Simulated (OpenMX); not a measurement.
Tc:

```
Tc
1.0
     2.74000    0.00000    0.00000
    -1.37000    2.37291    0.00000
     0.00000    0.00000    4.39800
Tc
2
Direct
  0.66667 0.33333 0.75000
  0.33333 0.66667 0.25000
```

Base run:

- Program: OpenMX 3.8.5
- Functional: PBE
- Potentials or basis: OpenMX 2013 PBE set, Tc7.0-s3p2d1, grid cutoff 560 Ry
- k mesh: 9 × 9 × 5
- Occupations: fermi-dirac, width 0.05 eV
- Spin: no spin polarisation

Its results: pressure 10.5 GPa; largest force 0.022 eV/Å.

Question: The run is repeated on the same cell with these changes: potentials or basis from OpenMX 2013 PBE set, Tc7.0-s3p2d1, grid cutoff 560 Ry to OpenMX 2013 PBE set, Tc7.0-s3p2d2f1, grid cutoff 400 Ry; k mesh from 9 × 9 × 5 to 11 × 11 × 7. What comes out?

Answer: Pressure 5.3 GPa; largest force 0.022 eV/Å.

Caveats: the basis of atomic orbitals isn't converged, which shifts pressures, moduli and gaps.
